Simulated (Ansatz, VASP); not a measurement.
**One calculation of Re, two programs**

```
Re
1.0
     2.78471    0.00000    0.00000
    -1.39235    2.41163    0.00000
     0.00000    0.00000    8.99804
Re
4
Direct
  0.66667 0.33333 0.75000
  0.00000 0.00000 0.50000
  0.33333 0.66667 0.25000
  0.00000 0.00000 0.00000
```

Alike in both runs: task single point; functional LDA; k mesh 11 × 11 × 3; occupations fermi-dirac, width 0.05 eV; no spin polarisation.

|  | VASP | Ansatz |
| --- | --- | --- |
| version | VASP 6.6.1 | Ansatz 0.2.0 |
| potentials or method | VASP PAW LDA potentials, release 64 (Re) | Ansatz PAW |
| plane-wave cutoff (eV) | 520 | 420 |
| valence electrons in the cell | 28 | 60 |

Ansatz gave:

| Quantity | Value |
| --- | --- |
| gap on the k mesh at the Fermi level (eV) | none |
| pressure (GPa) | -19.1 |
| largest component of the traceless stress (GPa) | 0.09 |

Which values does VASP return?

gap on the k mesh at the Fermi level (eV): none; pressure (GPa): -18.2; largest component of the traceless stress (GPa): 0.16.

A gap of «none» marks a metal or a gap that the smearing closes. The two sets of potentials don't hold the same shells in valence.

Caveats: so large a pressure means that the cell lies far from this level's equilibrium, or that cutoff or potentials fall short (VASP); the PAW data sets come from PBE, with cores solved anew for the run's functional, which leaves a small shift of forces and pressure (Ansatz). Spin-orbit coupling is left out, which matters for the levels of Re.
